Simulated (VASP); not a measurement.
# Sb (P2_1/m) in VASP: notebook

The runs below take Sb through atomic charges, electron localisation function, single point, with PBE, PBE0(alpha).

Program: VASP 6.6.1. These are calculated values, not measurements. Logs are shortened: lines on timing, memory, paths and dates and some standing lists are left out, and cuts for length are marked.

## Step 1: The crystal as given

It takes space group P2_1/m (No. 11, monoclinic). The conventional cell has a = 3.122 Å, b = 4.348 Å, c = 4.406 Å, α = 90.00°, β = 90.51°, γ = 90.00°. Sb (site symmetry m) is surrounded by 6 Sb at 3.04 to 3.15 Å.

This isn't the form of Sb at room conditions, which is rhombohedral.

## Step 2: Atomic charges, PBE

Input file INCAR:

```
SYSTEM = Sb
ALGO = Normal ; EDIFF = 1E-6
ENCUT = 520 ; GGA = PE
ISIF = 2 ; ISMEAR = 0
LASPH = .TRUE. ; LCHARG = .TRUE.
LELF = .TRUE. ; LORBIT = 11
LREAL = .FALSE. ; LVHAR = .TRUE.
LWAVE = .FALSE. ; NELM = 80
PREC = Accurate ; SIGMA = 0.02
```

Input file KPOINTS:

```
k-points
0
G
  9 6 6
  0 0 0
```

Input file POSCAR:

```
Sb
1.0
    3.1224020000      0.0000000000      0.0000000000
    0.0000000000      4.3475180000      0.0000000000
   -0.0389150000      0.0000000000      4.4058520000
Sb
2
Direct
    0.0113890000      0.2500000000      0.2411660000
    0.9886110000      0.7500000000      0.7588340000
```

Potentials or basis: VASP PAW PBE potentials, release 64 (Sb).

Started as:

```
cat potpaw_PBE.64/Sb/POTCAR > POTCAR
mpirun -np 1 vasp_std > vasp.out
```

OUTCAR:

```text
SYSTEM = Sb
   EDIFF = 1E-6
   ENCUT = 520
   GGA = PE
   ISIF = 2
   ISMEAR = 0
   LASPH = .TRUE.
   LORBIT = 11
   LREAL = .FALSE.
   NELM = 80
   PREC = Accurate

 ion  position               nearest neighbor table
   1  0.011  0.250  0.241-   2 3.04   2 3.04   2 3.15   2 3.15
   2  0.989  0.750  0.759-   1 3.04   1 3.04   1 3.15   1 3.15

  LATTYP: Found a simple monoclinic cell.
 ALAT       =     3.1224020000
 B/A-ratio  =     1.3923633152
 C/A-ratio  =     1.4111007668
 COS(beta)  =    -0.0088322263

  Lattice vectors:

 A1 = (   3.1224020000,   0.0000000000,   0.0000000000)
 A2 = (   0.0000000000,   4.3475180000,   0.0000000000)
 A3 = (  -0.0389150000,   0.0000000000,   4.4058520000)

Analysis of symmetry for initial positions (statically):
=====================================================================
 Subroutine PRICEL returns:
 Original cell was already a primitive cell.

 Routine SETGRP: Setting up the symmetry group for a
 simple monoclinic supercell.

 Subroutine GETGRP returns: Found  4 space group operations
 (whereof  2 operations were pure point group operations)
 out of a pool of  4 trial point group operations.

The static configuration has the point symmetry S_2 .
 The point group associated with its full space group is C_2h.

Analysis of symmetry for dynamics (positions and initial velocities):
=====================================================================
 Subroutine PRICEL returns:
 Original cell was already a primitive cell.

 Routine SETGRP: Setting up the symmetry group for a
 simple monoclinic supercell.

 Subroutine GETGRP returns: Found  4 space group operations
 (whereof  2 operations were pure point group operations)
 out of a pool of  4 trial point group operations.

The dynamic configuration has the point symmetry S_2 .
 The point group associated with its full space group is C_2h.

 Subroutine INISYM returns: Found  4 space group operations
 (whereof  2 operations are pure point group operations),
 and found     1 'primitive' translations

----------------------------------------------------------------------------------------

                                     Primitive cell

  volume of cell :      59.8081

  direct lattice vectors                    reciprocal lattice vectors
     3.122402000  0.000000000  0.000000000     0.320266257  0.000000000  0.002828774
     0.000000000  4.347518000  0.000000000     0.000000000  0.230016299  0.000000000
    -0.038915000  0.000000000  4.405852000     0.000000000  0.000000000  0.226970856

  length of vectors
     3.122402000  4.347518000  4.406023856     0.320278749  0.230016299  0.226970856

  position of ions in fractional coordinates (direct lattice)
     0.011389000  0.250000000  0.241166000
     0.988611000  0.750000000  0.758834000

  ion indices of the primitive-cell ions
   primitive index   ion index
                 1           1
                 2           2

----------------------------------------------------------------------------------------

 KPOINTS: k-points

Automatic generation of k-mesh.
 Grid dimensions read from file:
 generate k-points for:    9    6    6

 Generating k-lattice:

  Cartesian coordinates                     Fractional coordinates (reciprocal lattice)
     0.035585140  0.000000000  0.000314308     0.111111111  0.000000000  0.000000000
     0.000000000  0.038336050  0.000000000     0.000000000  0.166666667  0.000000000
     0.000000000  0.000000000  0.037828476     0.000000000  0.000000000  0.166666667

  Length of vectors
     0.035586528  0.038336050  0.037828476

  Shift w.r.t. Gamma in fractional coordinates (k-lattice)
     0.000000000  0.000000000  0.000000000

 Subroutine IBZKPT returns following result:
 ===========================================

 Found    112 irreducible k-points:

 Following reciprocal coordinates:
            Coordinates               Weight
  0.000000  0.000000  0.000000      1.000000
  0.111111  0.000000  0.000000      2.000000
  0.222222  0.000000  0.000000      2.000000
  0.333333  0.000000  0.000000      2.000000
  0.444444  0.000000  0.000000      2.000000
  0.000000  0.166667  0.000000      2.000000
[... 16 lines left out ...]
  0.222222  0.000000  0.166667      2.000000
  0.333333  0.000000  0.166667      2.000000
 [... further k-points ...]
   k-points           NKPTS =    112   k-points in BZ     NKDIM =    112   number of bands    NBANDS=      9
   number of dos      NEDOS =    301   number of ions     NIONS =      2
   total plane-waves  NPLWV =  27648
   dimension x,y,z NGX =    24 NGY =   32 NGZ =   36
   dimension x,y,z NGXF=    48 NGYF=   64 NGZF=   72
   ions per type =               2
   NGX,Y,Z   is equivalent  to a cutoff of  12.78, 12.24, 13.58 a.u.
   NGXF,Y,Z  is equivalent  to a cutoff of  25.56, 24.47, 27.17 a.u.
 SYSTEM =  Sb
   PREC   = accura    normal or accurate (medium, high low for compatibility)
   ISTART =      0    job   : 0-new  1-cont  2-samecut
   ICHARG =      2    charge: 1-file 2-atom 10-const
   ISPIN  =      1    spin polarized calculation?
   LNONCOLLINEAR =      F non collinear calculations
   LSORBIT =      F    spin-orbit coupling
   LASPH  =      T    aspherical Exc in radial PAW
   ENCUT  =  520.0 eV  38.22 Ry    6.18 a.u.   5.81  8.08  8.19*2*pi/ulx,y,z
   NELM   =     80;   NELMIN=  2; NELMDL= -5     # of ELM steps
   EDIFF  = 0.1E-05   stopping-criterion for ELM
   LREAL  =      F    real-space projection
   EDIFFG = 0.1E-04   stopping-criterion for IOM
   NSW    =      0    number of steps for IOM
   IBRION =     -1    ionic relax: 0-MD 1-quasi-New 2-CG
   NFREE  =      0    steps in history (QN), initial steepest desc. (CG)
   ISIF   =      2    stress and relaxation
   ISYM   =      2    0-nonsym 1-usesym 2-fastsym
   POTIM  = 0.5000    time-step for ionic-motion
   TEBEG  =    0.0;   TEEND  =   0.0 temperature during run
   PSTRESS=    0.0 pullay stress
   NELECT =      10.0000    total number of electrons
   NUPDOWN=      -1.0000    fix difference up-down
   EMIN   =  10.00;   EMAX   =-10.00  energy-range for DOS
   EFERMI =   0.00;   METHOD = LEGACY
   ISMEAR =     0;   SIGMA  =   0.02  broadening in eV -4-tet -1-fermi 0-gaus
   EFERMI_NEDOS =   21; number of points for ismear=-14 and -15
   IALGO  =     38    algorithm
   IMIX   =      4    mixing-type and parameters
     AMIX     =   0.40;   BMIX     =  1.00
     AMIX_MAG =   1.60;   BMIX_MAG =  1.00
  volume/ion in A,a.u.               =      29.90       201.80
  Fermi-wavevector in a.u.,A,eV,Ry     =   0.901893  1.704330 11.067117  0.813410
  Thomas-Fermi vector in A             =   2.025029
   LORBIT       =     11    0 simple, 1 ext, 2 COOP (PROOUT), +10 PAW based schemes
   GGA     = PE    functional components
   LHFCALC =     F    Hartree Fock is set to
   AEXX    =    0.0000 exact exchange contribution
   IVDW    =     0    specifies the selected vdW correction
   LEPSILON=     F    determine dielectric tensor
   LRPA    =     F    only Hartree local field effects (RPA)
 non-spin polarized calculation
 Gauss-broadening in eV      SIGMA  =   0.02
  energy-cutoff  :      520.00
  volume of cell :       59.81
 maximum number of plane-waves:      1642
   NGX = 11   NGY = 17   NGZ = 17

 number of electron      10.0000000 magnetization

 number of electron       9.9999999 magnetization

 Free energy of the ion-electron system (eV)
  ---------------------------------------------------
  ext. energy  EPLUGINS =         0.00000000
  ---------------------------------------------------
  free energy    TOTEN  =        -8.16308078 eV

  energy without entropy =       -8.16261653  energy(sigma->0) =       -8.16284865

 E-fermi :   7.2570     XC(G=0):  -9.6150

 val. band max:        7.2538946968   @ k =  -0.1111   0.3333   0.1667
 cond. band min:       7.2573053769   @ k =  -0.3333   0.0000   0.1667
 fundamental gap:      0.0034106801
 Fermi energy:         7.2569844556

 k-point     1 :       0.0000    0.0000    0.0000
  band No.  band energies     occupation
      1      -5.2752      2.00000
      2      -0.2123      2.00000
      3       3.5310      2.00000
      4       3.6627      2.00000
      5       9.2353      0.00000
      6      10.1970      0.00000
      7      10.4250      0.00000
      8      10.5579      0.00000
      9      13.7961      0.00000

 k-point     2 :       0.1111    0.0000    0.0000
  band No.  band energies     occupation
      1      -5.1008      2.00000
      2      -0.0302      2.00000
      3       3.6928      2.00000
      4       3.8244      2.00000
      5       8.3642      0.00000
      6       9.4019      0.00000
      7      10.5949      0.00000
      8      10.7266      0.00000
      9      12.7546      0.00000

 k-point     3 :       0.2222    0.0000    0.0000
  band No.  band energies     occupation
      1      -4.5922      2.00000
      2       0.5111      2.00000
      3       4.1474      2.00000
      4       4.2789      2.00000
      5       5.6864      2.00000
      6       9.8931      0.00000
      7      10.1557      0.00000
      8      11.0700      0.00000
      9      11.2055      0.00000

 k-point     4 :       0.3333    0.0000    0.0000
  band No.  band energies     occupation
      1      -3.8217      2.00000
      2       1.3750      2.00000
      3       3.3469      2.00000
      4       4.7821      2.00000
      5       4.9099      2.00000
      6       7.6971      0.00000
      7      10.6760      0.00000
      8      11.7178      0.00000
      9      11.8603      0.00000

 k-point     5 :       0.4444    0.0000    0.0000
  band No.  band energies     occupation
      1      -3.0734      2.00000
      2       1.7564      2.00000
      3       2.3796      2.00000
      4       5.3046      2.00000
      5       5.4335      2.00000
      6       5.8919      2.00000
      7      11.5224      0.00000
      8      12.0152      0.00000
      9      12.0466      0.00000

 k-point     6 :       0.0000    0.1667    0.0000
  band No.  band energies     occupation
      1      -5.0698      2.00000
      2      -0.8912      2.00000
      3       3.7833      2.00000
      4       4.0897      2.00000
      5       9.2186      0.00000
      6       9.3747      0.00000
      7      10.2148      0.00000
      8      10.4002      0.00000
      9      13.7601      0.00000
[... 169 lines left out ...]
 k-point    21 :       0.0000    0.0000    0.1667
  band No.  band energies     occupation
      1      -5.0764      2.00000
      2      -0.9179      2.00000
      3       3.9080      2.00000
      4       4.0607      2.00000
      5       9.2517      0.00000
      6       9.3634      0.00000
      7      10.2004      0.00000
      8      10.3935      0.00000
      9      13.7508      0.00000

 k-point    22 :       0.1111    0.0000    0.1667
  band No.  band energies     occupation
      1      -4.8991      2.00000
      2      -0.7470      2.00000
      3       4.0730      2.00000
      4       4.2319      2.00000
      5       8.5251      0.00000
      6       9.4063      0.00000
      7       9.5422      0.00000
      8      10.3752      0.00000
      9      12.3370      0.00000

 k-point    23 :       0.2222    0.0000    0.1667
  band No.  band energies     occupation
      1      -4.3878      2.00000
      2      -0.2256      2.00000
      3       4.5311      2.00000
      4       4.7048      2.00000
      5       5.8561      2.00000
      6       9.7126      0.00000
      7       9.8666      0.00000
      8      10.0231      0.00000
      9      10.8800      0.00000

 k-point    24 :       0.3333    0.0000    0.1667
  band No.  band energies     occupation
      1      -3.6152      2.00000
      2       0.5973      2.00000
      3       3.5212      2.00000
      4       5.1655      2.00000
      5       5.3612      2.00000
      6       7.3233      0.00000
      7      10.5229      0.00000
      8      10.7174      0.00000
      9      11.6236      0.00000

 [... further k-points ...]

------------------------ aborting loop because EDIFF is reached ----------------------------------------

  FORCE on cell =-STRESS in cart. coord.  units (eV):
  Direction    XX          YY          ZZ          XY          YZ          ZX
  --------------------------------------------------------------------------------------
  -------------------------------------------------------------------------------------
  Total        0.2140068     -0.0112063      0.1944247      0.0000000      0.0000000      0.0053593
  in kB        5.7329478     -0.3002016      5.2083705      0.0000000      0.0000000      0.1435677
  external PRESSURE =       3.5470389 kB  Pullay stress =       0.0000000 kB

 VOLUME and BASIS-vectors are now :
 -----------------------------------------------------------------------------
  energy-cutoff  :      520.00
  volume of cell :       59.81
      direct lattice vectors                 reciprocal lattice vectors
     3.122402000  0.000000000  0.000000000     0.320266257  0.000000000  0.002828774
     0.000000000  4.347518000  0.000000000     0.000000000  0.230016299  0.000000000
    -0.038915000  0.000000000  4.405852000     0.000000000  0.000000000  0.226970856

 POSITION                                       TOTAL-FORCE (eV/Angst)
 -----------------------------------------------------------------------------------
      0.02618      1.08688      1.06254        -0.028406      0.000000      0.054296
      3.05731      3.26064      3.34331         0.028406     -0.000000     -0.054296
 -----------------------------------------------------------------------------------
    total drift:                               -0.000000      0.000000      0.000000

  FREE ENERGIE OF THE ION-ELECTRON SYSTEM (eV)
  ---------------------------------------------------
  free  energy   TOTEN  =        -8.1630807814 eV

  energy  without entropy=       -8.1626165251  energy(sigma->0) =       -8.16284865

 total charge

# of ion       s       p       d       tot
------------------------------------------
    1        1.215   1.118   0.036   2.369
    2        1.215   1.118   0.036   2.369
--------------------------------------------------
tot          2.430   2.235   0.072   4.737
```

It took 17 s on 1 thread of Intel Xeon Platinum 8488C (Sapphire Rapids), shared host; peak memory 0.2 GiB.

Results:

```yaml
Free_energy: -8.1631 eV
Pressure: 0.4 GPa
Largest_force: 0.061 eV/Å
Band_gap_on_the_k_mesh: none (metal or under the smearing width)
Valence_electrons_inside_the_program's_atomic_spheres: Sb 2.37
```

Forces on the atoms (eV/Å):
```
Sb  -0.028  0.000  0.054
Sb   0.028  0.000 -0.054
```

Stress tensor (GPa, compression positive):
```
 0.57  0.00  0.01
 0.00 -0.03  0.00
 0.01  0.00  0.52
```

Levels at points of the mesh, in eV from the Fermi level:
| k point | band 3 | band 4 | band 5 | band 6 | band 7 | band 8 |
| --- | --- | --- | --- | --- | --- | --- |
| (0.00, 0.00, 0.00) | -3.73 | -3.59 | 1.98 | 2.94 | 3.17 | 3.30 |
| (0.00, 0.50, 0.00) | -1.58 | -1.58 | -1.00 | -1.00 | 4.62 | 4.62 |
| (0.00, 0.00, 0.50) | -1.68 | -1.15 | -1.02 | -0.87 | 4.41 | 4.79 |
| (0.00, 0.50, 0.50) | -5.71 | -5.71 | 4.96 | 4.96 | 5.22 | 5.22 |

[end of part 1 of 3]
